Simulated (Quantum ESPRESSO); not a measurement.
Sr:

```
CELL_PARAMETERS angstrom
0.00000 3.04235 3.04235
3.04235 0.00000 3.04235
3.04235 3.04235 0.00000
ATOMIC_POSITIONS crystal
Sr 0.00000 0.00000 0.00000
```

| Quantity | Value |
| --- | --- |
| Program | Quantum ESPRESSO 7.5 |
| Task | phonons and electron-phonon coupling |
| Functional | PBEsol |
| Potentials or basis | GBRV 1.5 PBEsol |
| Cutoff | 612 eV |
| Density cutoff | 4898 eV |
| k mesh | 6 × 6 × 6 |
| Occupations | methfessel-paxton, width 0.272 eV |
| Spin | no spin polarisation |
| Mixing beta | 0.5 |
| Most SCF iterations | 120 |
| SCF threshold | 2e-10 Ry |
| q mesh | 3 × 3 × 3 |

The cell and the atoms were relaxed first, to 52.35 Å³/atom (a = 4.199 Å, b = 4.199 Å, c = 4.199 Å, α = 60.00°, β = 60.00°, γ = 60.00°), and the response was taken there.

Levels for the coupling come from a 18 × 18 × 18 mesh; ten broadenings of the double delta from 0.07 to 0.68 eV; Tc from the McMillan formula in the Allen-Dynes form.

**Question.** How strong is the electron-phonon coupling, and what superconducting temperature follows?

**Answer.** Over broadenings from 0.27 to 0.54 eV, λ lies between 0.15 and 0.18 and ω_log near 82 K, which gives Tc from 0.0 to 0.0 K at μ* = 0.10 and from 0.0 to 0.0 K at μ* = 0.13.

Electron-phonon coupling by broadening of the double delta (levels on a 18 × 18 × 18 mesh):
```csv
broadening (eV),λ,N(E_F) (states/eV a spin and cell),ω_log (K),"Tc, μ* 0.10 (K)","Tc, μ* 0.13 (K)"
0.07,0.19,0.596,104,0.0,0.0
0.14,0.13,0.609,98,0.0,0.0
0.20,0.13,0.605,91,0.0,0.0
0.27,0.15,0.615,86,0.0,0.0
0.34,0.16,0.627,83,0.0,0.0
0.41,0.17,0.637,81,0.0,0.0
0.48,0.17,0.645,81,0.0,0.0
0.54,0.18,0.651,81,0.0,0.0
0.61,0.18,0.655,81,0.0,0.0
0.68,0.19,0.657,81,0.0,0.0
```

Coupling and linewidth of each mode at the computed q points (broadening 0.27 eV):
| q | cm⁻¹ | λ of the modes | linewidths (GHz) |
| --- | --- | --- | --- |
| (0.00, 0.00, 0.33) | 39 39 85 | 0.09 0.09 0.04 | 1 1 2 |
| (0.00, 0.33, 0.33) | 68 68 88 | 0.02 0.02 0.03 | 1 1 2 |
| (0.00, 0.33, -0.33) | 60 86 93 | 0.08 0.06 0.02 | 2 3 1 |

The same from a weighted sum over the computed q points, without interpolation:
```
broadening (eV)     λ  ω_log (K)  Tc, μ* 0.10 (K)  Tc, μ* 0.13 (K)
           0.07  0.20         97              0.0              0.0
           0.14  0.13         96              0.0              0.0
           0.20  0.13         90              0.0              0.0
           0.27  0.15         85              0.0              0.0
           0.34  0.16         82              0.0              0.0
           0.41  0.17         81              0.0              0.0
           0.48  0.17         81              0.0              0.0
           0.54  0.18         81              0.0              0.0
           0.61  0.18         81              0.0              0.0
           0.68  0.19         82              0.0              0.0
```

The smallest broadenings aren't converged on these meshes, and μ* is assumed, not computed; spin fluctuations are left out.

Caveat: the mesh is thin for the phonons of a metal; λ from interpolated matrix elements is rough: modes that symmetry makes equal can differ by tens of percent; the q mesh is small, so phonon branches between its points and thermal values are rough.
